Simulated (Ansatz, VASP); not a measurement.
# Al in VASP and in Ansatz

```
Al
1.0
     2.81246    0.00000    0.00000
    -1.40623    2.43566    0.00000
     0.00000    0.00000    4.86685
Al
2
Direct
  0.33333 0.66667 0.25000
  0.66667 0.33333 0.75000
```

Alike in both runs: functional LDA; k mesh 11 × 11 × 6; occupations fermi-dirac, width 0.05 eV; no spin polarisation.

```csv
,VASP,Ansatz
version,VASP 6.6.1,Ansatz 0.2.0
potentials or method,"VASP PAW LDA potentials, release 64 (Al), cutoff 520 eV","all-electron LAPW, scalar-relativistic"
task,single point,band structure
```

VASP gave:

- gap on the k mesh at the Fermi level (eV): none
- pressure (GPa): -3.0
- largest component of the traceless stress (GPa): 2.65

Q: What did Ansatz give for the same quantities?

A: gap on the k mesh at the Fermi level (eV): none; pressure (GPa): -3.0; largest component of the traceless stress (GPa): 2.63.

A gap of «none» marks a metal or a gap that the smearing closes. Ansatz ran all-electron here, so the differences hold the error of VASP's frozen core and of both bases.
